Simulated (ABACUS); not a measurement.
## CdS (Greenockite): single point with r2SCAN

**What was measured.**

From “Isotope dependence of band-gap energy”, 2008, arxiv:0807.2152, for a bulk crystal of CdS: band gap 2.5809 ± 0.0002 eV.

Crystal: CdS (Greenockite).

```
Cd S
1.0
     4.15000    0.00000    0.00000
    -2.07500    3.59401    0.00000
     0.00000    0.00000    6.73700
Cd S
2 2
Direct
  0.66667 0.33333 0.50000
  0.33333 0.66667 0.00000
  0.66667 0.33333 0.87500
  0.33333 0.66667 0.37500
```

- Program: ABACUS 3.10.1
- Task: single point
- Functional: r2SCAN
- Potentials or basis: SG15 ONCV 1.2 PBE
- Cutoff: 1401 eV
- Density cutoff: 5606 eV
- Basis: DZP LCAO (the cutoffs set its grid)
- k mesh: 5 × 5 × 3
- Occupations: fermi-dirac, width 0.05 eV
- Spin: no spin polarisation
- Orbital files: Cd Cd_confined-atom_7au_3s2p2d1f.orb, S S_confined-atom_7au_2s2p1d.orb
- Radial cutoff of the potentials (pseudo_rcut): 10 bohr
- SCF threshold on the density: 1e-07
- Max SCF steps: 100
- Eigensolver: genelpa
- Mixing: broyden
- Mixing share: 0.7
- Symmetry key: 1
- Bands: 38

```
Pressure               : 1.3 GPa
Largest force          : 0.063 eV/Å
Band gap on the k mesh : 1.65 eV, direct
Mulliken charges       : Cd +0.57; S -0.57 e
```

Forces on the atoms (eV/Å):
```
Cd   0.000  0.000 -0.063
Cd   0.000  0.000 -0.063
S    0.000  0.000  0.063
S    0.000  0.000  0.063
```

Stress tensor (GPa, compression positive):
```
1.06 0.00 0.00
0.00 1.06 0.00
0.00 0.00 1.73
```

Levels at points of the mesh, in eV from the valence-band top:
```tsv
k point	band 22	band 23	band 24	band 25	band 26	band 27	band 28	band 29	band 30	band 31
(0.00, 0.00, 0.00)	-0.77	-0.77	-0.03	0.00	0.00	1.65	3.20	7.10	7.10	7.56
```

Wall time 33 s on 4 MPI ranks on Intel(R) Xeon(R) Platinum 8259CL CPU @ 2.50GHz (Skylake/Cascade Lake), on a shared host, peak memory 0.52 GiB a rank.

Measured gap of CdS: 2.5809 eV (quoted in “Isotope dependence of band-gap energy”, 2008, arxiv:0807.2152). This calculation gives 1.65 eV (-0.93 eV). Spin-orbit coupling on Cd is left out. The value is that of r2SCAN in an atomic basis (SG15 ONCV 1.2 PBE, DZP LCAO (the cutoffs set its grid)), whose error adds to the functional's,, without temperature or zero-point motion.

Caveat: the atomic orbitals were generated for these runs and aren't a published set; Mulliken charges move with the basis; the potentials were made for another functional, which shifts forces and pressure; the basis of atomic orbitals isn't converged, which shifts pressures, moduli and gaps.
